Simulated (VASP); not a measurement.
# MoSe2 (P6_3/mmc) in VASP: a series of runs, part 2 of 2

VASP 6.6.1. The steps go on from the part before.

### Step 4. Relaxation of shape and atoms at fixed volume, PBEsol (a relaxed cell with its volume scaled by 0.98)

File INCAR:

```
SYSTEM = MoSe2
ALGO = Normal ; EDIFF = 1E-7
EDIFFG = -0.01 ; ENCUT = 600
GGA = PS ; IBRION = 2
ISIF = 4 ; ISMEAR = 0
KPAR = 2 ; LASPH = .TRUE.
LCHARG = .FALSE. ; LREAL = .FALSE.
LWAVE = .FALSE. ; NELM = 80
NSW = 40 ; PREC = Accurate
SIGMA = 0.03
```

File KPOINTS:

```
k-points
0
G
  9 9 2
  0 0 0
```

File POSCAR:

```
MoSe2                                   
1.0
    3.2489189329      0.0000000000     -0.0000000000
   -1.6244594665      2.8136463307      0.0000000000
    0.0000000000     -0.0000000000     13.0517368599
  Mo              Se            
     2     4
Direct
     0.3333333332999970    0.6666666667000030    0.2500000000000000
     0.6666666667000030    0.3333333332999970    0.7500000000000000
     0.3333333332999970    0.6666666667000030    0.6231807473536600
     0.6666666667000030    0.3333333332999970    0.1231807473536603
     0.3333333332999970    0.6666666667000030    0.8768192526463400
     0.6666666667000030    0.3333333332999970    0.3768192526463398
```

Potentials or basis: VASP PAW PBE potentials, release 64 (Mo_sv, Se).

The run is started by

```console
$ cat potpaw_PBE.64/Mo_sv/POTCAR potpaw_PBE.64/Se/POTCAR > POTCAR
$ mpirun -np 2 vasp_std > vasp.out
```

OUTCAR:

```text
SYSTEM = MoSe2
   EDIFF = 1E-7
   EDIFFG = -0.01
   ENCUT = 600
   GGA = PS
   IBRION = 2
   ISIF = 4
   ISMEAR = 0
   LASPH = .TRUE.
   LREAL = .FALSE.
   NELM = 80
   NSW = 40
   PREC = Accurate

 ion  position               nearest neighbor table
   1  0.333  0.667  0.250-   4 2.50   6 2.50   4 2.50   6 2.50   4 2.50   6 2.50
   2  0.667  0.333  0.750-   3 2.50   5 2.50   3 2.50   5 2.50   3 2.50   5 2.50
   3  0.333  0.667  0.623-   2 2.50   2 2.50   2 2.50
   4  0.667  0.333  0.123-   1 2.50   1 2.50   1 2.50
   5  0.333  0.667  0.877-   2 2.50   2 2.50   2 2.50
   6  0.667  0.333  0.377-   1 2.50   1 2.50   1 2.50

  LATTYP: Found a hexagonal cell.
 ALAT       =     3.2489189329
 C/A-ratio  =     4.0172553177

  Lattice vectors:

 A1 = (   3.2489189329,   0.0000000000,   0.0000000000)
 A2 = (  -1.6244594665,   2.8136463307,   0.0000000000)
 A3 = (   0.0000000000,   0.0000000000,  13.0517368599)

Analysis of symmetry for initial positions (statically):
=====================================================================
 Subroutine PRICEL returns:
 Original cell was already a primitive cell.

 Routine SETGRP: Setting up the symmetry group for a
 hexagonal supercell.

[... 168 lines left out ...]

 number of electron      51.9999998 magnetization

 Free energy of the ion-electron system (eV)
  ---------------------------------------------------
  ext. energy  EPLUGINS =         0.00000000
  ---------------------------------------------------
  free energy    TOTEN  =       -43.24180121 eV

  energy without entropy =      -43.24180121  energy(sigma->0) =      -43.24180121

------------------------ aborting loop because EDIFF is reached ----------------------------------------

  FORCE on cell =-STRESS in cart. coord.  units (eV):
  Direction    XX          YY          ZZ          XY          YZ          ZX
  --------------------------------------------------------------------------------------
  -------------------------------------------------------------------------------------
  Total        1.9690408      1.9690408      2.2870662     -0.0000000      0.0000000      0.0000000
  in kB       26.4416537     26.4416537     30.7123208     -0.0000000      0.0000000      0.0000000
  external PRESSURE =      27.8652094 kB  Pullay stress =       0.0000000 kB
[... 147 lines left out ...]
--------------------------------------- Ionic step        5  -------------------------------------------

 number of electron      52.0000001 magnetization

 Free energy of the ion-electron system (eV)
  ---------------------------------------------------
  ext. energy  EPLUGINS =         0.00000000
  ---------------------------------------------------
  free energy    TOTEN  =       -43.25891653 eV

  energy without entropy =      -43.25891653  energy(sigma->0) =      -43.25891653

 E-fermi :   6.7741     XC(G=0): -10.9175

 val. band max:        6.4540603475   @ k =   0.0000   0.0000   0.0000
 cond. band min:       7.3638309632   @ k =   0.2222   0.1111   0.0000
 fundamental gap:      0.9097706157
 Fermi energy:         6.7740797726

 k-point     1 :       0.0000    0.0000    0.0000
  band No.  band energies     occupation
      1     -54.5870      2.00000
      2     -54.5870      2.00000
      3     -28.8031      2.00000
      4     -28.8030      2.00000
      5     -28.5840      2.00000
      6     -28.5840      2.00000
[... 838 lines left out ...]
  FREE ENERGIE OF THE ION-ELECTRON SYSTEM (eV)
  ---------------------------------------------------
  free  energy   TOTEN  =       -43.2589165276 eV

  energy  without entropy=      -43.2589165276  energy(sigma->0) =      -43.25891653

 reached required accuracy - stopping structural energy minimisation
```

OSZICAR:

```text
N       E                     dE             d eps       ncg     rms          rms(c)
DAV:   1     0.479441637214E+03    0.47944E+03   -0.31270E+04  1672   0.176E+03
[... 44 lines left out ...]
DAV:   1    -0.432834619052E+02   -0.26643E-01   -0.14235E+00  1488   0.751E+00    0.100E+00
DAV:   2    -0.432647256131E+02    0.18736E-01   -0.11576E-01  1719   0.178E+00    0.551E-01
DAV:   3    -0.432603851354E+02    0.43405E-02   -0.17821E-02  1816   0.725E-01    0.208E-01
DAV:   4    -0.432589968043E+02    0.13883E-02   -0.59479E-03  1737   0.379E-01    0.103E-01
DAV:   5    -0.432589198685E+02    0.76936E-04   -0.58694E-04  1795   0.111E-01    0.241E-02
DAV:   6    -0.432589162096E+02    0.36588E-05   -0.60106E-05  1828   0.360E-02    0.131E-02
DAV:   7    -0.432589165501E+02   -0.34044E-06   -0.42879E-06  1805   0.116E-02    0.467E-03
DAV:   8    -0.432589165276E+02    0.22457E-07   -0.72304E-07  1581   0.467E-03
   5 F= -.43258917E+02 E0= -.43258917E+02  d E =-.674077E-02
```

Run time: 2.3 min. Hardware: 2 MPI ranks of AMD EPYC 9R45 (Zen 5), shared host; peak memory 0.31 GiB.

Results:

```
Free energy                  : -43.2589 eV
Energy gained by relaxing    : 2.9 meV/atom
Ionic steps                  : 5
Pressure after relaxing      : 0.6 GPa
Largest force after relaxing : 0.004 eV/Å
Band gap on the k mesh       : 0.91 eV, indirect (least direct gap 1.50 eV)
```

Forces on the atoms (eV/Å):
```
Mo   0.000  0.000  0.000
Mo   0.000  0.000  0.000
Se   0.000  0.000 -0.004
Se   0.000  0.000 -0.004
Se   0.000  0.000  0.004
Se   0.000  0.000  0.004
```

The path:
| step | energy change (eV) | largest force (eV/Å) | pressure (GPa) |
| --- | --- | --- | --- |
| 1 | 0.0000 | 0.3297 | 2.79 |
| 2 | -0.0104 | 0.0199 | 1.37 |
| 3 | -0.0104 | 0.0281 | 1.41 |
| 4 | -0.0150 | 0.0180 | 1.04 |
| 5 | -0.0171 | 0.0044 | 0.58 |

Final structure:
```xyz
6
Lattice="3.2652 0.0000 0.0000 -1.6326 2.8277 0.0000 0.0000 0.0000 12.9222" Properties=species:S:1:pos:R:3 pbc="T T T"
Mo    0.0000    1.8851    3.2306
Mo    1.6326    0.9426    9.6917
Se    0.0000    1.8851    8.0246
Se    1.6326    0.9426    1.5635
Se    0.0000    1.8851   11.3587
Se    1.6326    0.9426    4.8976
```

Levels at points of the mesh, in eV from the valence-band top:
| k point | band 23 | band 24 | band 25 | band 26 | band 27 | band 28 | band 29 | band 30 |
| --- | --- | --- | --- | --- | --- | --- | --- | --- |
| (0.00, 0.00, 0.00) | -1.45 | -1.17 | -0.80 | 0.00 | 2.58 | 2.58 | 2.65 | 2.65 |
| (0.00, 0.00, 0.50) | -1.47 | -1.47 | -0.19 | -0.19 | 2.60 | 2.60 | 2.60 | 2.60 |

Caveat: the PAW data sets were made with another functional, which shifts forces and pressure a little; an odd mesh through Γ misses points on the zone boundary, where band edges often lie; this functional lacks dispersion, which binds the layers, so the pressure and a relaxed spacing across them are unreliable.

### Step 5. Relaxation of shape and atoms at fixed volume, PBEsol

INCAR is that of step 4.

KPOINTS is that of step 4.

Changes to POSCAR since step 4:

```diff
@@ -2,5 +2,5 @@
 1.0
-    3.2489189329      0.0000000000     -0.0000000000
-   -1.6244594665      2.8136463307      0.0000000000
-    0.0000000000     -0.0000000000     13.0517368599
+    3.2708717538      0.0000000000     -0.0000000000
+   -1.6354358769      2.8326580312      0.0000000000
+    0.0000000000     -0.0000000000     13.1399269463
   Mo              Se
```

The run is started by

```console
$ cat potpaw_PBE.64/Mo_sv/POTCAR potpaw_PBE.64/Se/POTCAR > POTCAR
$ mpirun -np 2 vasp_std > vasp.out
```

It took 45 s on 2 MPI ranks of AMD EPYC 9R45 (Zen 5), shared host; peak memory 0.29 GiB.

Results (log left out):

```
Free energy                  : -43.2635 eV
Pressure after relaxing      : 0.0 GPa
Largest force after relaxing : 0.003 eV/Å
Band gap on the k mesh       : 0.99 eV, indirect (least direct gap 1.49 eV)
```

Forces on the atoms (eV/Å):
```
Mo   0.000  0.000  0.000
Mo   0.000  0.000  0.000
Se   0.000  0.000 -0.003
Se   0.000  0.000 -0.003
Se   0.000  0.000  0.003
Se   0.000  0.000  0.003
```

Final structure:
```cif
data_structure
_symmetry_space_group_name_H-M 'P 1'
_symmetry_Int_Tables_number 1
_cell_length_a 3.2709
_cell_length_b 3.2709
_cell_length_c 13.1399
_cell_angle_alpha 90.000
_cell_angle_beta 90.000
_cell_angle_gamma 120.000
_cell_volume 121.74
loop_
_atom_site_label
_atom_site_type_symbol
_atom_site_fract_x
_atom_site_fract_y
_atom_site_fract_z
_atom_site_occupancy
Mo1 Mo 0.33333 0.66667 0.25000 1
Mo2 Mo 0.66667 0.33333 0.75000 1
Se1 Se 0.33333 0.66667 0.62318 1
Se2 Se 0.66667 0.33333 0.12318 1
Se3 Se 0.33333 0.66667 0.87682 1
Se4 Se 0.66667 0.33333 0.37682 1
```

Levels at points of the mesh, in eV from the valence-band top:
```tsv
k point	band 23	band 24	band 25	band 26	band 27	band 28	band 29	band 30
(0.00, 0.00, 0.00)	-1.40	-1.08	-0.90	0.00	2.64	2.64	2.69	2.70
(0.00, 0.00, 0.50)	-1.42	-1.42	-0.20	-0.20	2.66	2.66	2.66	2.66
```

Caveat: the relaxation stopped at its first step, so nothing moved; the PAW data sets were made with another functional, which shifts forces and pressure a little; an odd mesh through Γ misses points on the zone boundary, where band edges often lie; this functional lacks dispersion, which binds the layers, so the pressure and a relaxed spacing across them are unreliable.

### Step 6. Overview

```tsv
cell	gap on the mesh (eV)	pressure (GPa)
atoms relaxed at fixed volume from: a relaxed cell with its volume scaled by 0.94	0.76	2.5
atoms relaxed at fixed volume from: a relaxed cell with its volume scaled by 0.96	0.83	1.4
atoms relaxed at fixed volume from: a relaxed cell with its volume scaled by 0.98	0.91	0.6
atoms relaxed at fixed volume	0.99	0.0
```

Alike in all rows: task relaxation of shape and atoms at fixed volume; level PBEsol; potentials or basis VASP PAW PBE potentials, release 64 (Mo_sv, Se); no spin polarisation; k mesh 9 × 9 × 2; cutoff (eV) 600; smearing gaussian 0.03 eV.

Caveats: the PAW data sets were made with another functional, which shifts forces and pressure a little; an odd mesh through Γ misses points on the zone boundary, where band edges often lie; this functional lacks dispersion, which binds the layers, so the pressure and a relaxed spacing across them are unreliable; the relaxation stopped at its first step, so nothing moved (some runs).

Total energies depend on the potentials used, so only differences within one code and one set of settings carry meaning.
